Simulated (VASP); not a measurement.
**SnO2: single point with PBEsol**

Crystal: SnO2.

```
CELL_PARAMETERS angstrom
1.61709 0.93363 4.87260
-1.61709 0.93363 4.87260
0.00000 -1.86726 4.87260
ATOMIC_POSITIONS crystal
Sn 0.50000 0.50000 0.50000
O 0.23717 0.23717 0.23717
O 0.76283 0.76283 0.76283
```

Measurements of this composition are mostly on another form, of space group No. 136.

The cell isn't the ideal one: strain +0.0150 x Voigt [0, 0, 1, 0, 0, 0], atoms carried along.

| Item | Value |
| --- | --- |
| Program | VASP 6.6.1 |
| Task | single point |
| Functional | PBEsol |
| Potentials or basis | VASP PAW PBE potentials, release 64 (Sn_d, O) |
| Cutoff | 520 eV |
| k mesh | 12 × 12 × 12 |
| Occupations | gaussian, width 0.05 eV |
| Spin | no spin polarisation |
| Dipole correction | no |
| Further INCAR settings | ALGO = Fast; EDIFF = 1e-06; NBANDS = 20 |

| Quantity | Value |
| --- | --- |
| Pressure | -5.7 GPa |
| Largest force | 0.536 eV/Å |
| Band gap on the k mesh | 1.85 eV, indirect (least direct gap 1.98 eV) |

Forces on the atoms (eV/Å):
```
Sn   0.000  0.000  0.000
O    0.000  0.000 -0.536
O    0.000  0.000  0.536
```

Stress tensor (GPa, compression positive):
```
-6.12  0.00  0.00
 0.00 -6.12  0.00
 0.00  0.00 -4.99
```

Levels at points of the mesh, in eV from the valence-band top:
```csv
k point,band 11,band 12,band 13,band 14,band 15,band 16
"(0.00, 0.00, 0.00)",-0.85,-0.85,-0.12,1.85,5.55,10.87
"(0.50, 0.00, 0.00)",-1.47,-0.58,-0.53,5.15,7.50,9.95
"(0.50, 0.50, 0.00)",-1.17,-0.46,-0.02,4.90,6.74,10.51
"(0.50, 0.50, 0.50)",-1.21,-0.81,-0.81,3.06,5.47,11.03
```

Run time: 3.5 min on 1 thread of Intel(R) Xeon(R) 6975P-C (Granite Rapids), on a shared host, peak memory 0.35 GiB.

Caveat: the PAW data sets were made with another functional, which shifts forces and pressure a little; spin-orbit coupling is left out, which moves the levels of the heavy elements. A k mesh can miss the band edges.
